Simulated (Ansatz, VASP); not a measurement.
**Rb: VASP beside Ansatz**

```
CELL_PARAMETERS angstrom
-2.78241 2.78241 2.78241
2.78241 -2.78241 2.78241
2.78241 2.78241 -2.78241
ATOMIC_POSITIONS crystal
Rb 0.00000 0.00000 0.00000
```

Alike in both runs: task relaxation of cell and atoms; functional PBEsol; k mesh 10 × 10 × 10; occupations gaussian, width 0.1 eV; no spin polarisation.

```csv
,VASP,Ansatz
version,VASP 6.6.1,Ansatz 0.2.0
potentials or method,"VASP PAW PBE potentials, release 64 (Rb_sv)","scalar-relativistic, plane waves, PAW"
plane-wave cutoff (eV),600,420
valence electrons in the cell,9,9
```

```tsv
	VASP	Ansatz	Ansatz less VASP
gap on the k mesh at the Fermi level, each at its own relaxed structure (eV)	none	none	-
relaxed volume (Å³/atom)	86.16	86.16	0.000
relaxed cell length with the largest relative difference (Å)	4.819	4.819	0.0000
```

A gap of «none» marks a metal or a gap that the smearing closes.

Caveats: the relaxation stopped at its first step, so nothing moved; the PAW data sets were made with another functional, which shifts forces and pressure a little (VASP).
